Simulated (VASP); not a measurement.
## KBr (strained rocksalt): one PBE single-point calculation in two programs

```
CELL_PARAMETERS angstrom
0.00000 3.30225 3.30225
3.33527 0.00000 3.30225
3.33527 3.30225 0.00000
ATOMIC_POSITIONS crystal
K 0.00000 0.00000 0.00000
Br 0.50000 0.50000 0.50000
```

Each program uses its own PAW datasets. VASP's cell holds 16 valence electrons and Ansatz's 16. Ansatz's stress includes a Pulay correction; VASP's doesn't.

Cutoffs: 520 eV in VASP, 420 eV in Ansatz. k meshes: 6×6×6 and 6×6×6.

```
                              VASP   Ansatz
gap between bands v and c  4.40 eV  4.40 eV
         least direct gap  4.40 eV  4.40 eV
                 pressure  0.6 GPa  0.5 GPa
```

Band v is the last that the valence electrons fill when counted band by band, and c is the next. Levels in eV from the top of v, Ansatz:

| point | v−1 | v | c | c+1 |
| --- | --- | --- | --- | --- |
| Γ | 0.00 | 0.00 | 4.40 | 7.56 |
| X | -0.29 | -0.28 | 5.87 | 7.16 |
| K | -0.63 | -0.33 | 6.58 | 8.10 |
| L | -0.33 | -0.32 | 6.56 | 8.19 |
| W | -0.58 | -0.51 | 7.35 | 7.35 |

VASP:

```csv
point,v−1,v,c,c+1
Γ,0.00,0.00,4.40,7.56
X,-0.29,-0.28,5.87,7.16
K,-0.63,-0.33,6.58,8.10
L,-0.33,-0.32,6.56,8.19
W,-0.58,-0.51,7.35,7.35
```
